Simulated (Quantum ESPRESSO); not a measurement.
# W (Fm-3m) in Quantum ESPRESSO: notebook

One crystal, W, is run at these levels: r2SCAN; tasks: single point, equation of state.

Everything below comes from runs of Quantum ESPRESSO 7.5. Logs are shortened: lines on timing, memory, paths and dates and some standing lists are left out, and cuts for length are marked.

### Step 1. The structure

The structure is cubic, space group Fm-3m (No. 225). The conventional cell has a = 4.060 Å, b = 4.060 Å, c = 4.060 Å, α = 90.00°, β = 90.00°, γ = 90.00°. W (site symmetry m-3m) has 12 W at 2.87 Å as nearest neighbours.

This isn't the form of W at room conditions, which is bcc.

### Step 2. Single point, r2SCAN, 15.73 Å³/atom

pw.in reads:

```
&CONTROL
  calculation = 'scf'
  prefix = 'pwscf'
  outdir = './tmp'
  pseudo_dir = './pseudo'
  tstress = .true.
  disk_io = 'nowf'
/
&SYSTEM
  ibrav = 0
  nat = 1
  ntyp = 1
  ecutwfc = 75
  nbnd = 21
  input_dft = 'r2scan'
  occupations = 'smearing'
  smearing = 'fd'
  degauss = 0.00367493
  nosym = .true.
  nr1 = 32
  nr2 = 32
  nr3 = 32
/
&ELECTRONS
  conv_thr = 1d-08
  electron_maxstep = 120
  mixing_beta = 0.5
/
ATOMIC_SPECIES
W    183.8400 W_ONCV_PBE-1.2.upf
CELL_PARAMETERS angstrom
   0.0000000000    1.9885598007    1.9885598007
   1.9885598007    0.0000000000    1.9885598007
   1.9885598007    1.9885598007    0.0000000000
ATOMIC_POSITIONS crystal
W      0.0000000000    0.0000000000    0.0000000000
K_POINTS automatic
8 8 8 0 0 0
```

Potentials or basis: SG15 PBE 1.2.

Run with:

```bash
$ OMP_NUM_THREADS=1 mpirun -n 2 pw.x -nk 2 -in pw.in > pw.out
```

pw.out:

```text
This program is part of the open-source Quantum ESPRESSO suite
     for quantum simulation of materials; please cite
         "P. Giannozzi et al., J. Phys.:Condens. Matter 21 395502 (2009);
         "P. Giannozzi et al., J. Phys.:Condens. Matter 29 465901 (2017);
         "P. Giannozzi et al., J. Chem. Phys. 152 154105 (2020);
     in publications or presentations arising from this work. More details at

     IMPORTANT: XC functional enforced from input :
     Exchange-correlation= R2SCAN
                           (   0   0   0   0   0 497 498)
     Any further DFT definition will be discarded
     Please, verify this is what you really want

     K-points division:     npool     =       2
     Subspace diagonalization in iterative solution of the eigenvalue problem:
     a serial algorithm will be used

     G-vector sticks info
     --------------------
     sticks:   dense  smooth     PW     G-vecs:    dense   smooth      PW
     Sum         583     583    199                 9377     9377    1807

     Using Slab Decomposition

     bravais-lattice index     =            0
     lattice parameter (alat)  =       5.3144  a.u.
     unit-cell volume          =     106.1311 (a.u.)^3
     number of atoms/cell      =            1
     number of atomic types    =            1
     number of electrons       =        28.00
     number of Kohn-Sham states=           21
     kinetic-energy cutoff     =      75.0000  Ry
     charge density cutoff     =     300.0000  Ry
     scf convergence threshold =      1.0E-08
     mixing beta               =       0.5000
     number of iterations used =            8  plain     mixing
     Exchange-correlation= R2SCAN
                           (   0   0   0   0   0 497 498)

     celldm(1)=   5.314379  celldm(2)=   0.000000  celldm(3)=   0.000000
     celldm(4)=   0.000000  celldm(5)=   0.000000  celldm(6)=   0.000000

     crystal axes: (cart. coord. in units of alat)
               a(1) = (   0.000000   0.707107   0.707107 )
               a(2) = (   0.707107   0.000000   0.707107 )
               a(3) = (   0.707107   0.707107   0.000000 )

     reciprocal axes: (cart. coord. in units 2 pi/alat)
               b(1) = ( -0.707107  0.707107  0.707107 )
               b(2) = (  0.707107 -0.707107  0.707107 )
               b(3) = (  0.707107  0.707107 -0.707107 )

     PseudoPot. # 1 for W  read from file:
     W_ONCV_PBE-1.2.upf
     Pseudo is Norm-conserving, Zval = 28.0
     Generated using ONCVPSP code by D. R. Hamann
     Using radial grid of  602 points,  8 beta functions with:
                l(1) =   0
                l(2) =   0
                l(3) =   1
                l(4) =   1
                l(5) =   2
                l(6) =   2
                l(7) =   3
                l(8) =   3

     atomic species   valence    mass     pseudopotential
     W                28.00   183.84000     W ( 1.00)

     No symmetry found

   Cartesian axes

     site n.     atom                  positions (alat units)
         1        W      tau(   1) = (   0.0000000   0.0000000   0.0000000  )

     number of k points=   260  Fermi-Dirac smearing, width (Ry)=  0.0037

     Number of k-points >= 100: set verbosity='high' to print them.

     Dense  grid:     9377 G-vectors     FFT dimensions: (  32,  32,  32)

     WARNING: libxc functional with ID  497 depends
      on external parameters: check the user_guide of
      QE if you need to modify them or to check their
      default values.

     WARNING: libxc functional with ID  498 depends
      on external parameters: check the user_guide of
      QE if you need to modify them or to check their
      default values.

     Initial potential from superposition of free atoms

     starting charge      27.9330, renormalised to      28.0000
     Starting wfcs are random

     Self-consistent Calculation

     iteration #  1     ecut=    75.00 Ry     beta= 0.50
     Davidson diagonalization with overlap
     ethr =  1.00E-02,  avg # of iterations =  8.0

     total energy              =    -542.53736391 Ry
     estimated scf accuracy    <      48.43257439 Ry

     iteration #  2     ecut=    75.00 Ry     beta= 0.50
     Davidson diagonalization with overlap
     ethr =  1.00E-02,  avg # of iterations =  1.0

     total energy              =    -542.75481618 Ry
     estimated scf accuracy    <      14.35191161 Ry

     iteration #  3     ecut=    75.00 Ry     beta= 0.50
     Davidson diagonalization with overlap
     ethr =  1.00E-02,  avg # of iterations =  1.0

     total energy              =    -542.76444565 Ry
     estimated scf accuracy    <       0.06256257 Ry

     iteration #  4     ecut=    75.00 Ry     beta= 0.50
     Davidson diagonalization with overlap
     ethr =  2.23E-04,  avg # of iterations =  1.2

     total energy              =    -542.76503758 Ry
     estimated scf accuracy    <       0.00153705 Ry

     iteration #  5     ecut=    75.00 Ry     beta= 0.50
     Davidson diagonalization with overlap
     ethr =  5.49E-06,  avg # of iterations =  2.3

     total energy              =    -542.76505563 Ry
     estimated scf accuracy    <       0.00011983 Ry

     iteration #  6     ecut=    75.00 Ry     beta= 0.50
     Davidson diagonalization with overlap
     ethr =  4.28E-07,  avg # of iterations =  1.3

     total energy              =    -542.76506124 Ry
     estimated scf accuracy    <       0.00003125 Ry

     iteration #  7     ecut=    75.00 Ry     beta= 0.50
     Davidson diagonalization with overlap
     ethr =  1.12E-07,  avg # of iterations =  1.0

     total energy              =    -542.76506145 Ry
     estimated scf accuracy    <       0.00000030 Ry

     iteration #  8     ecut=    75.00 Ry     beta= 0.50
     Davidson diagonalization with overlap
     ethr =  1.08E-09,  avg # of iterations =  2.0

     total energy              =    -542.76506146 Ry
     estimated scf accuracy    <       0.00000003 Ry

     iteration #  9     ecut=    75.00 Ry     beta= 0.50
     Davidson diagonalization with overlap
     ethr =  1.20E-10,  avg # of iterations =  1.3

     End of self-consistent calculation

     Number of k-points >= 100: set verbosity='high' to print the bands.

     the Fermi energy is    34.5752 ev

!    total energy              =    -542.76506147 Ry
     estimated scf accuracy    <          3.2E-09 Ry
     smearing contrib. (-TS)   =      -0.00095801 Ry
     internal energy E=F+TS    =    -542.76410346 Ry

     The total energy is F=E-TS. E is the sum of the following terms:
     one-electron contribution =    -117.53566728 Ry
     hartree contribution      =      94.59825227 Ry
     xc contribution           =     -41.55483896 Ry
     ewald contribution        =    -478.27184949 Ry

     convergence has been achieved in   9 iterations

     Computing stress (Cartesian axis) and pressure

          total   stress  (Ry/bohr**3)                   (kbar)     P=      -24.42
  -0.00016598  -0.00000000   0.00000000          -24.42       -0.00        0.00
  -0.00000000  -0.00016598   0.00000000           -0.00      -24.42        0.00
   0.00000000   0.00000000  -0.00016597            0.00        0.00      -24.42

=------------------------------------------------------------------------------=
   JOB DONE.
=------------------------------------------------------------------------------=
```

Wall time 71 s (2 MPI ranks of Intel Xeon 6975P-C (Granite Rapids), shared host); peak memory 0.22 GiB.

Results:

```yaml
Free_energy: -7384.6949 eV
Pressure: -2.4 GPa
Band_gap_on_the_k_mesh: none (metal or under the smearing width)
```

Caveat: the k mesh is coarse; the potentials were made for another functional, which shifts forces and pressure.

### Step 3. Single point, r2SCAN, 16.06 Å³/atom

pw.in: that of step 2 with these lines changed.

```diff
@@ -31,5 +31,5 @@
 CELL_PARAMETERS angstrom
-   0.0000000000    1.9885598007    1.9885598007
-   1.9885598007    0.0000000000    1.9885598007
-   1.9885598007    1.9885598007    0.0000000000
+   0.0000000000    2.0025642044    2.0025642044
+   2.0025642044    0.0000000000    2.0025642044
+   2.0025642044    2.0025642044    0.0000000000
 ATOMIC_POSITIONS crystal
```

Potentials or basis: SG15 PBE 1.2.

Run with:

```bash
$ OMP_NUM_THREADS=1 mpirun -n 2 pw.x -nk 2 -in pw.in > pw.out
```

Run time: 71 s. Hardware: 2 MPI ranks of Intel Xeon 6975P-C (Granite Rapids), shared host; peak memory 0.22 GiB.

It converged, with:

```
Free energy            : -7384.6835 eV
Pressure               : -8.5 GPa
Band gap on the k mesh : none (metal or under the smearing width)
```

Caveat: the k mesh is coarse; the potentials were made for another functional, which shifts forces and pressure.

### Step 4. Single point, r2SCAN, 16.40 Å³/atom

pw.in: that of step 3 with these lines changed.

```diff
@@ -31,5 +31,5 @@
 CELL_PARAMETERS angstrom
-   0.0000000000    2.0025642044    2.0025642044
-   2.0025642044    0.0000000000    2.0025642044
-   2.0025642044    2.0025642044    0.0000000000
+   0.0000000000    2.0163754284    2.0163754284
+   2.0163754284    0.0000000000    2.0163754284
+   2.0163754284    2.0163754284    0.0000000000
 ATOMIC_POSITIONS crystal
```

Run with:

```bash
$ OMP_NUM_THREADS=1 mpirun -n 2 pw.x -nk 2 -in pw.in > pw.out
```

Wall time 75 s (2 MPI ranks of Intel Xeon 6975P-C (Granite Rapids), shared host); peak memory 0.22 GiB.

It converged, with:

| Quantity | Value |
| --- | --- |
| Free energy | -7384.6602 eV |
| Pressure | -14.0 GPa |
| Band gap on the k mesh | none (metal or under the smearing width) |

Caveat: the k mesh is coarse; the potentials were made for another functional, which shifts forces and pressure.

### Step 5. Single point, r2SCAN, 16.73 Å³/atom

pw.in: that of step 4 with these lines changed.

```diff
@@ -31,5 +31,5 @@
 CELL_PARAMETERS angstrom
-   0.0000000000    2.0163754284    2.0163754284
-   2.0163754284    0.0000000000    2.0163754284
-   2.0163754284    2.0163754284    0.0000000000
+   0.0000000000    2.0300000000    2.0300000000
+   2.0300000000    0.0000000000    2.0300000000
+   2.0300000000    2.0300000000    0.0000000000
 ATOMIC_POSITIONS crystal
```

Run with:

```bash
$ OMP_NUM_THREADS=1 mpirun -n 2 pw.x -nk 2 -in pw.in > pw.out
```

It took 75 s on 2 MPI ranks of Intel Xeon 6975P-C (Granite Rapids), shared host; peak memory 0.22 GiB.

It converged, with:

```yaml
Free_energy: -7384.6259 eV
Pressure: -18.9 GPa
Band_gap_on_the_k_mesh: none (metal or under the smearing width)
```

Caveat: the k mesh is coarse; the potentials were made for another functional, which shifts forces and pressure.

### Step 6. Single point, r2SCAN, 17.07 Å³/atom

pw.in: that of step 5 with these lines changed.

```diff
@@ -31,5 +31,5 @@
 CELL_PARAMETERS angstrom
-   0.0000000000    2.0300000000    2.0300000000
-   2.0300000000    0.0000000000    2.0300000000
-   2.0300000000    2.0300000000    0.0000000000
+   0.0000000000    2.0434441004    2.0434441004
+   2.0434441004    0.0000000000    2.0434441004
+   2.0434441004    2.0434441004    0.0000000000
 ATOMIC_POSITIONS crystal
```

Potentials or basis: SG15 PBE 1.2.

Run with:

```bash
$ OMP_NUM_THREADS=1 mpirun -n 2 pw.x -nk 2 -in pw.in > pw.out
```

Run time: 77 s. Hardware: 2 MPI ranks of Intel Xeon 6975P-C (Granite Rapids), shared host; peak memory 0.22 GiB.

Results (log left out):

```yaml
Free_energy: -7384.5818 eV
Pressure: -23.4 GPa
Band_gap_on_the_k_mesh: none (metal or under the smearing width)
```

Caveat: the k mesh is coarse; the potentials were made for another functional, which shifts forces and pressure.

### Step 7. Single point, r2SCAN, 17.40 Å³/atom

pw.in: that of step 6 with these lines changed.

```diff
@@ -31,5 +31,5 @@
 CELL_PARAMETERS angstrom
-   0.0000000000    2.0434441004    2.0434441004
-   2.0434441004    0.0000000000    2.0434441004
-   2.0434441004    2.0434441004    0.0000000000
+   0.0000000000    2.0567135898    2.0567135898
+   2.0567135898    0.0000000000    2.0567135898
+   2.0567135898    2.0567135898    0.0000000000
 ATOMIC_POSITIONS crystal
```

Run with:

```bash
$ OMP_NUM_THREADS=1 mpirun -n 2 pw.x -nk 2 -in pw.in > pw.out
```

Wall time 77 s (2 MPI ranks of Intel Xeon 6975P-C (Granite Rapids), shared host); peak memory 0.2 GiB.

The run converged. Its results:

```
Free energy            : -7384.5288 eV
Pressure               : -27.4 GPa
Band gap on the k mesh : none (metal or under the smearing width)
```

Caveat: the k mesh is coarse; the potentials were made for another functional, which shifts forces and pressure.

### Step 8. Single point, r2SCAN, 17.73 Å³/atom

pw.in: that of step 7 with these lines changed.

```diff
@@ -31,5 +31,5 @@
 CELL_PARAMETERS angstrom
-   0.0000000000    2.0567135898    2.0567135898
-   2.0567135898    0.0000000000    2.0567135898
-   2.0567135898    2.0567135898    0.0000000000
+   0.0000000000    2.0698140295    2.0698140295
+   2.0698140295    0.0000000000    2.0698140295
+   2.0698140295    2.0698140295    0.0000000000
 ATOMIC_POSITIONS crystal
```

Run with:

```bash
$ OMP_NUM_THREADS=1 mpirun -n 2 pw.x -nk 2 -in pw.in > pw.out
```

Wall time 80 s (2 MPI ranks of Intel Xeon 6975P-C (Granite Rapids), shared host); peak memory 0.22 GiB.

Results (log left out):

```
Free energy            : -7384.4679 eV
Pressure               : -31.0 GPa
Band gap on the k mesh : none (metal or under the smearing width)
```

Caveat: the k mesh is coarse; the potentials were made for another functional, which shifts forces and pressure; the cell as given lies far from equilibrium.

### Step 9. Equation of state, r2SCAN

Potentials or basis: SG15 PBE 1.2.

No new run: the results of the series are fitted here.

What came out:

| Item | Value |
| --- | --- |
| Equilibrium volume | 15.61 Å³/atom (rough: see the caveat) |
| Bulk modulus | 311 GPa (rough) |

Energy against volume, from the lowest point:
```csv
volume (Å³/atom),energy (meV/atom)
15.727,0.00
16.062,11.34
16.396,34.68
16.731,68.96
17.065,113.10
17.400,166.09
17.735,226.96
```

Caveat: the k mesh is coarse; the potentials were made for another functional, which shifts forces and pressure; the minimum lies outside the volumes run. Spin-orbit coupling is left out, which matters for the levels of W.
